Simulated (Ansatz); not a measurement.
**AlO in Ansatz: the effect of target pressure**

Crystal: AlO.

```
Al O
1.0
     2.76919    0.00000    0.00000
     0.00000    2.76919    0.00000
     0.00000    0.00000    2.76919
Al O
1 1
Direct
  0.50000 0.50000 0.50000
  0.00000 0.00000 0.00000
```

The cell was built by a generator and needn't be a form met in nature.

Alike in all runs:

| Item | Value |
| --- | --- |
| Program | Ansatz 0.2.0 |
| Task | relaxation of cell and atoms |
| Functional | r2SCAN |
| Potentials or basis | Ansatz PAW |
| Cutoff | 500 eV (not typed: the program's choice for these potentials) |
| k mesh | 10 × 10 × 10 |
| Occupations | fermi-dirac, width 0.05 eV |
| Spin | no spin polarisation |

Each run relaxes the cell or the atoms first.

```csv
target pressure,relaxed volume (Å³/atom)
0 GPa,?
2 GPa,10.18
5 GPa,9.98
10 GPa,9.68
20 GPa,9.19
30 GPa,8.81
```

Question: What does the run with target pressure 0 GPa give?

Answer: Relaxed volume 10.32 Å³/atom.

Worked out: In Murnaghan's law V^(-B') rises as a straight line in P. The other rows fit best with B' = 4.1, V0 = 10.33 Å³/atom and B0 = 133 GPa, which gives 10.33 Å³/atom at 0 GPa, against the run's 10.32.

Caveats: the plane-wave basis is chosen anew once the cell has moved, so the energies of steps on either side of that aren't comparable; an odd number of electrons without spin polarisation forces a metal; a magnetic or distorted state may lie lower; the PAW data sets come from PBE, with cores solved anew for the run's functional, which leaves a small shift of forces and pressure; the volume moved by over 15 % at a fixed basis, so the end points are rough (some runs).
